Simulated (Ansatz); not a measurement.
# TiC films: biaxial stress and wafer bow

Plane-wave DFT in Ansatz, PBEsol, scalar-relativistic PAW potentials, cutoff 420 eV, no spin-orbit coupling; no spin polarisation. TiC in space group Fm-3m, strained equally along a and b of the conventional cell, with c and the atoms relaxed within the symmetry (a film with c along the normal). Stress is the in-plane mean, tension positive.

| strain (%) | stress (GPa) | E − E(0) (meV/atom) |
| --- | --- | --- |
| -6.0 | ? | 171.6 |
| -4.0 | -31.46 | 70.8 |
| -2.0 | -13.95 | 16.5 |
| +0.0 | 0.00 | 0.0 |
| +2.0 | 11.10 | 14.3 |
| +4.0 | 19.91 | 53.6 |
| +6.0 | 26.78 | 113.4 |

**Question.** Fit the stress, get the biaxial modulus and predict the missing row.

**Answer.** A parabola through the given rows is σ = -0.19 + 6.428 ε -0.3293 ε² GPa (ε in %), so M = dσ/dε = 643 GPa at zero. It predicts -50.61 GPa at -6.0 %; the run gave -53.34 GPa. The miss is 2.73 GPa, more than the fit's scatter: the response is more anharmonic than a parabola allows. The negative square term means that the film is stiffer in compression than in tension. The energies check it: E/V = Mε² at small strain, and a cubic fit with V = 9.89 Å³/atom gives M = 642 GPa, in agreement.

**Question.** How much does a 50 nm film at -0.3 % strain bow a 300 mm Si(001) wafer 775 μm thick?

**Answer.** The fit, without its small constant, gives σ = -1.96 GPa. Stoney's formula, κ = 6σt_f/(M_s t_s²) with M_s = 180.5 GPa for Si(001) (literature), gives |κ| = 5.42×10⁻³ m⁻¹ and a bow κr²/2 = 61.0 μm at r = 150 mm, with the film side convex (compression pushes the centre up). This assumes a single-crystal or fully textured, unrelaxed film at 0 K.

The cell has no gap in any row, so the stresses hang on mesh and smearing.

Cost: about 8.3 core-minutes for the runs cited, on AMD EPYC 7R43 (Zen 3) (shared hosts).